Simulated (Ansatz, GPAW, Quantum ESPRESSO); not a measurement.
## TiNi: energy against volume and a worked fit

```cif
data_structure
_symmetry_space_group_name_H-M 'P 1'
_symmetry_Int_Tables_number 1
_cell_length_a 2.9881
_cell_length_b 2.9881
_cell_length_c 2.9881
_cell_angle_alpha 90.000
_cell_angle_beta 90.000
_cell_angle_gamma 90.000
_cell_volume 26.68
loop_
_atom_site_label
_atom_site_type_symbol
_atom_site_fract_x
_atom_site_fract_y
_atom_site_fract_z
_atom_site_occupancy
Ni1 Ni 0.00000 0.00000 0.00000 1
Ti1 Ti 0.50000 0.50000 0.50000 1
```

The cell comes from a database or a generator and needn't be the stable form of this composition.

The cell was scaled at fixed shape and fractions and run with Ansatz, all-electron LAPW, scalar-relativistic; PBEsol, k mesh 9 × 9 × 9 on the cell of 2 atoms, fermi-dirac occupations of 0.05 eV, collinear spin, ferromagnetic start, no spin-orbit coupling. Energies are those that the program minimises, any entropy of the smearing included. For a metal such a mesh isn't converged to the digits shown. The moments vanished.

```tsv
V (Å³/atom)	energy over the lowest row (meV/atom)
12.5392	14.01
12.8060	?
13.0727	0.00
13.3395	2.37
13.6063	10.16
13.8731	22.81
14.1399	39.84
```

**Question.** Fit the third-order Birch-Murnaghan form, give V0, B0 and B′, and predict the energy left open.

**Answer.** With y = (V0/V)^(2/3), E = E0 + (9 V0 B0/16) [(y - 1)³ B′ + (y - 1)² (6 - 4y)]. Least squares through the rows shown give V0 = 13.0964 Å³/atom, E0 = -0.02 meV, B0 = 175.8 GPa (1 eV/Å³ = 160.218 GPa) and B′ = 4.26, with a largest miss of 0.01 meV. At V = 12.8060 the form with these constants gives 3.65 meV; the run gave 3.65 meV an atom. Other set-ups at this level, from all their volumes (Å³/atom, GPa): GPAW, PAW data sets generated for this functional: V0 13.189, B0 177.3; Quantum ESPRESSO, GBRV 1.5 PBEsol: V0 13.101, B0 175.5.
